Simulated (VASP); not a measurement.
Set up this calculation in VASP 6.6.1, as the native input.

```yaml
Task: single point
Functional: PBE
Potentials_or_basis: VASP PAW PBE potentials, release 64 (Ru_pv)
Cutoff: 520 eV
k_mesh: 16 × 16 × 16
Occupations: fermi-dirac, width 0.05 eV
Spin: collinear spin, typed start
Starting_moments: "[1.0] μB"
Dipole_correction: no
Further_INCAR_settings: ALGO = Fast; EDIFF = 1e-06; NBANDS = 17
```

The structure of Ru lies in POSCAR:

```
Ru
1.0
   -1.5466556151      1.5466556151      1.5466556151
    1.5466556151     -1.5466556151      1.5466556151
    1.5466556151      1.5466556151     -1.5466556151
Ru
1
Direct
    0.0000000000      0.0000000000      0.0000000000
```

This isn't the form of Ru at room conditions, which is hcp.

One way to write it, as run:

INCAR

```
SYSTEM = Ru
PREC = Accurate ; ENCUT = 520
EDIFF = 1E-6 ; ISMEAR = -1
SIGMA = 0.05 ; LREAL = .False.
LASPH = .True. ; NELM = 150
ALGO = Fast ; ISIF = 2
LWAVE = .False. ; LCHARG = .False.
ISPIN = 2 ; MAGMOM = 1
LORBIT = 11 ; LMAXMIX = 4
GGA = PE ; NBANDS = 17
```

KPOINTS

```
Automatic mesh
0
Gamma
  16 16 16
  0 0 0
```

Potentials or basis: VASP PAW PBE potentials, release 64 (Ru_pv).

Launch:

```console
$ cat potpaw_PBE.64/Ru_pv/POTCAR > POTCAR
$ mpirun -np 1 vasp_std > vasp.out
```

It gave:

The pressure is -9.9 GPa and the band gap on the k mesh is none (metal or under the smearing width). The net moment is 0.14 μB per cell and the site moments are Ru +0.14 μB. The valence electrons inside the program's atomic spheres are Ru 12.51.

Wall time 84 s on 1 thread of Intel(R) Xeon(R) Platinum 8259CL CPU @ 2.50GHz (Skylake/Cascade Lake), with other jobs on the host, peak memory 0.17 GiB.
